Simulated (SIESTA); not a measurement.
# HfO2 (Pca2_1) in SIESTA: further runs, part 2 of 2

SIESTA 5.4.2. Earlier steps stand in the parts before.

## Step 3: Single point, PBE, 10.52 Å³/atom

The input, HfO2.fdf:

```
SystemName                      HfO2
SystemLabel                     HfO2
NumberOfSpecies                 2
NumberOfAtoms                   12
%block ChemicalSpeciesLabel
  1  72 Hf
  2   8 O
%endblock ChemicalSpeciesLabel

LatticeConstant                 1.0 Ang
%block LatticeVectors
     5.1489214240     0.0000000000     0.0000000000
     0.0000000000     4.9371234566     0.0000000000
     0.0000000000     0.0000000000     4.9646674546
%endblock LatticeVectors
AtomicCoordinatesFormat         Fractional
%block AtomicCoordinatesAndAtomicSpecies
     0.9669940000     0.7325208200     0.7414403500  1  Hf
     0.5330060000     0.7325208200     0.2414403500  1  Hf
     0.4669940000     0.2674791800     0.7414403500  1  Hf
     0.0330060000     0.2674791800     0.2414403500  1  Hf
     0.6321274500     0.9286454000     0.8792672600  2  O
     0.8678725500     0.9286454000     0.3792672600  2  O
     0.2339485200     0.5398830500     0.4922923900  2  O
     0.2660514800     0.5398830500     0.9922923900  2  O
     0.7660514800     0.4601169500     0.9922923900  2  O
     0.7339485200     0.4601169500     0.4922923900  2  O
     0.1321274500     0.0713546000     0.8792672600  2  O
     0.3678725500     0.0713546000     0.3792672600  2  O
%endblock AtomicCoordinatesAndAtomicSpecies

%block kgrid.MonkhorstPack
    4   0   0  0.0
    0   4   0  0.0
    0   0   4  0.0
%endblock kgrid.MonkhorstPack
XC.Functional                   GGA
XC.Authors                      PBE
PAO.BasisSize                   TZ
PAO.EnergyShift                 0.002 Ry
Mesh.Cutoff                     800 Ry
OccupationFunction              FD
ElectronicTemperature           0.05 eV
MaxSCFIterations                120
SCF.MustConverge                false
SCF.Mixer.Method                Pulay
SCF.Mixer.Weight                0.25
SCF.Mixer.History               8
SCF.DM.Tolerance                5.0e-05
SCF.H.Tolerance                 1.0e-03 eV
WriteForces                     true
Charge.Mulliken                 end
```

Potentials or basis: PseudoDojo 0.4 standard (PBE files), TZ (energy shift 0.002 Ry).

Command:

```bash
siesta < HfO2.fdf > HfO2.out 2>&1
```

Run time: 4 min. Hardware: 1 thread of Arm Neoverse V2, shared host; peak memory 0.82 GiB.

Results (log left out):

| Quantity | Value |
| --- | --- |
| Free energy | -9760.4369 eV |
| Pressure | 22.5 GPa |
| Largest force | 0.341 eV/Å |
| Band gap on the k mesh | 4.52 eV, indirect (least direct gap 4.70 eV) |

Caveat: the basis has no polarisation orbitals; semicore shells carry a single zeta, which can move pressures by several GPa and volumes by a few percent; spin-orbit coupling is left out, which moves the levels of the heavy elements; the basis of atomic orbitals isn't converged, which shifts pressures, moduli and gaps.

## Step 4: Single point, PBE, 10.74 Å³/atom

HfO2.fdf: that of step 3 with these lines changed.

```diff
@@ -11,5 +11,5 @@
 %block LatticeVectors
-     5.1489214240     0.0000000000     0.0000000000
-     0.0000000000     4.9371234566     0.0000000000
-     0.0000000000     0.0000000000     4.9646674546
+     5.1844323491     0.0000000000     0.0000000000
+     0.0000000000     4.9711736599     0.0000000000
+     0.0000000000     0.0000000000     4.9989076225
 %endblock LatticeVectors
```

Command:

```bash
siesta < HfO2.fdf > HfO2.out 2>&1
```

Run time: 3.8 min. Hardware: 1 thread of Arm Neoverse V2, shared host; peak memory 0.81 GiB.

Results (log left out):

```
Free energy            : -9760.7495 eV
Pressure               : 15.7 GPa
Largest force          : 0.256 eV/Å
Band gap on the k mesh : 4.44 eV, indirect (least direct gap 4.62 eV)
```

Caveat: the basis has no polarisation orbitals; semicore shells carry a single zeta, which can move pressures by several GPa and volumes by a few percent; spin-orbit coupling is left out, which moves the levels of the heavy elements; the basis of atomic orbitals isn't converged, which shifts pressures, moduli and gaps.

## Step 5: Single point, PBE, 10.96 Å³/atom

HfO2.fdf: that of step 4 with these lines changed.

```diff
@@ -11,5 +11,5 @@
 %block LatticeVectors
-     5.1844323491     0.0000000000     0.0000000000
-     0.0000000000     4.9711736599     0.0000000000
-     0.0000000000     0.0000000000     4.9989076225
+     5.2194633600     0.0000000000     0.0000000000
+     0.0000000000     5.0047636900     0.0000000000
+     0.0000000000     0.0000000000     5.0326850500
 %endblock LatticeVectors
```

Command:

```bash
siesta < HfO2.fdf > HfO2.out 2>&1
```

It took 3.7 min on 1 thread of Arm Neoverse V2, shared host; peak memory 0.79 GiB.

Results (log left out):

```
Free energy            : -9760.9551 eV
Pressure               : 9.5 GPa
Largest force          : 0.185 eV/Å
Band gap on the k mesh : 4.35 eV, indirect (least direct gap 4.55 eV)
```

Caveat: the basis has no polarisation orbitals; semicore shells carry a single zeta, which can move pressures by several GPa and volumes by a few percent; spin-orbit coupling is left out, which moves the levels of the heavy elements; the basis of atomic orbitals isn't converged, which shifts pressures, moduli and gaps.

## Step 6: Single point, PBE, 11.17 Å³/atom

HfO2.fdf: that of step 5 with these lines changed.

```diff
@@ -11,5 +11,5 @@
 %block LatticeVectors
-     5.2194633600     0.0000000000     0.0000000000
-     0.0000000000     5.0047636900     0.0000000000
-     0.0000000000     0.0000000000     5.0326850500
+     5.2540303499     0.0000000000     0.0000000000
+     0.0000000000     5.0379087863     0.0000000000
+     0.0000000000     0.0000000000     5.0660150614
 %endblock LatticeVectors
```

Potentials or basis: PseudoDojo 0.4 standard (PBE files), TZ (energy shift 0.002 Ry).

Command:

```bash
siesta < HfO2.fdf > HfO2.out 2>&1
```

Wall time 3.6 min (1 thread of Arm Neoverse V2, shared host); peak memory 0.78 GiB.

The run converged. Its results:

```
Free energy            : -9761.0642 eV
Pressure               : 3.9 GPa
Largest force          : 0.127 eV/Å
Band gap on the k mesh : 4.28 eV, indirect (least direct gap 4.47 eV)
```

Caveat: the basis has no polarisation orbitals; semicore shells carry a single zeta, which can move pressures by several GPa and volumes by a few percent; spin-orbit coupling is left out, which moves the levels of the heavy elements; the basis of atomic orbitals isn't converged, which shifts pressures, moduli and gaps.

## Step 7: Single point, PBE, 11.39 Å³/atom

HfO2.fdf: that of step 6 with these lines changed.

```diff
@@ -11,5 +11,5 @@
 %block LatticeVectors
-     5.2540303499     0.0000000000     0.0000000000
-     0.0000000000     5.0379087863     0.0000000000
-     0.0000000000     0.0000000000     5.0660150614
+     5.2881483861     0.0000000000     0.0000000000
+     0.0000000000     5.0706233964     0.0000000000
+     0.0000000000     0.0000000000     5.0989121849
 %endblock LatticeVectors
```

Command:

```bash
siesta HfO2.fdf > HfO2.out 2>&1
```

Wall time 3.5 min (1 thread of Arm Neoverse V2, shared host); peak memory 0.77 GiB.

The run converged. Its results:

```
Free energy            : -9761.0867 eV
Pressure               : -1.1 GPa
Largest force          : 0.101 eV/Å
Band gap on the k mesh : 4.20 eV, indirect (least direct gap 4.40 eV)
```

Caveat: the basis has no polarisation orbitals; semicore shells carry a single zeta, which can move pressures by several GPa and volumes by a few percent; spin-orbit coupling is left out, which moves the levels of the heavy elements; the basis of atomic orbitals isn't converged, which shifts pressures, moduli and gaps.

## Step 8: Single point, PBE, 11.61 Å³/atom

HfO2.fdf: that of step 7 with these lines changed.

```diff
@@ -11,5 +11,5 @@
 %block LatticeVectors
-     5.2881483861     0.0000000000     0.0000000000
-     0.0000000000     5.0706233964     0.0000000000
-     0.0000000000     0.0000000000     5.0989121849
+     5.3218317680     0.0000000000     0.0000000000
+     0.0000000000     5.1029212315     0.0000000000
+     0.0000000000     0.0000000000     5.1313902082
 %endblock LatticeVectors
```

Command:

```bash
siesta < HfO2.fdf > HfO2.out 2>&1
```

Run time: 3.4 min. Hardware: 1 thread of Arm Neoverse V2, shared host; peak memory 0.8 GiB.

It converged, with:

| Quantity | Value |
| --- | --- |
| Free energy | -9761.0310 eV |
| Pressure | -5.6 GPa |
| Largest force | 0.123 eV/Å |
| Band gap on the k mesh | 4.12 eV, indirect (least direct gap 4.32 eV) |

Caveat: the basis has no polarisation orbitals; semicore shells carry a single zeta, which can move pressures by several GPa and volumes by a few percent; spin-orbit coupling is left out, which moves the levels of the heavy elements; the basis of atomic orbitals isn't converged, which shifts pressures, moduli and gaps.

## Step 9: Equation of state, PBE

Potentials or basis: PseudoDojo 0.4 standard (PBE files), TZ (energy shift 0.002 Ry).

This step only gathers the single runs of the series.

What came out:

```
Equilibrium volume                        : 11.34 Å³/atom
Bulk modulus at fixed shape and positions : 252 GPa
Pressure derivative of the bulk modulus   : 4.4
```

Energy against volume, from the lowest point:
```csv
volume (Å³/atom),energy (meV/atom)
10.298,90.08
10.517,54.15
10.736,28.10
10.955,10.96
11.175,1.88
11.394,0.00
11.613,4.64
```

Caveat: the basis has no polarisation orbitals; semicore shells carry a single zeta, which can move pressures by several GPa and volumes by a few percent; the cell was scaled at fixed shape and fractional positions, which overstates the stiffness of a crystal with free parameters, most of all of layers and chains; the basis of atomic orbitals isn't converged, which shifts pressures, moduli and gaps.
